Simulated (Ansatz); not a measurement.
# MgSi: the cost of one run

Method: DFT PBE, scalar-relativistic, plane waves, PAW, in Ansatz 0.2.0.

The COD cell was measured well above room temperature, so it is larger than a cold one.

## Step 1: Starting point

The structure is cubic, space group Fm-3m (No. 225). Conventional cell: a = 5.368 Å, b = 5.368 Å, c = 5.368 Å, α = 90.00°, β = 90.00°, γ = 90.00°. Around Mg (site symmetry m-3m) lie 6 Si at 2.68 Å. Si (site symmetry m-3m) is surrounded by 6 Mg at 2.68 Å.

Structure file:

```cif
data_structure
_symmetry_space_group_name_H-M 'Fm-3m'
_symmetry_Int_Tables_number 225
_cell_length_a 5.3684
_cell_length_b 5.3684
_cell_length_c 5.3684
_cell_angle_alpha 90.000
_cell_angle_beta 90.000
_cell_angle_gamma 90.000
_cell_volume 154.72
loop_
_atom_site_label
_atom_site_type_symbol
_atom_site_symmetry_multiplicity
_atom_site_Wyckoff_symbol
_atom_site_fract_x
_atom_site_fract_y
_atom_site_fract_z
_atom_site_occupancy
Mg1 Mg 4 a 0.00000 0.00000 0.00000 1
Si1 Si 4 b 0.50000 0.00000 0.00000 1
```

This is candidate A: rock salt type (Fm-3m, No. 225).

(A quick probe on a coarse mesh, which set the mesh and smearing, is not shown.)

## Step 3: Coarse relaxation (candidate A)

The input, input.yaml:

```yaml
crystal:
  lattice:
    - [0.0, 2.6841977342, 2.6841977342]
    - [2.6841977342, 0.0, 2.6841977342]
    - [2.6841977342, 2.6841977342, 0.0]
  atoms:
    - { symbol: Mg, position: [0.0, 0.0, 0.0] }
    - { symbol: Si, position: [0.5, 0.5, 0.5] }
basis:
  ecutwfc: 420
kpoints:
  mp_grid: { grid: [6, 6, 6] }
hamiltonian:
  xc: pbe
scf:
  occupations: { method: gaussian, width: 0.1 }
  lower_state_search: "off"
output:
  forces: true
  stress: true
  eigenvalues: true
relax:
  adjacent_minimum: "off"
  f_tol: 0.04
  max_steps: 70
  cell: { stress_tol: 0.4 }
```

Run with:

```
ansatz run input.yaml --threads 1 --pin off --max-ram 2560MiB --backend cpu --events-out ev --progress --plain --runs-dir out
```

What time and memory should one allow on 1 thread of Arm Neoverse V1, shared host?

About 2.1 s, with a peak of 0.27 GiB.
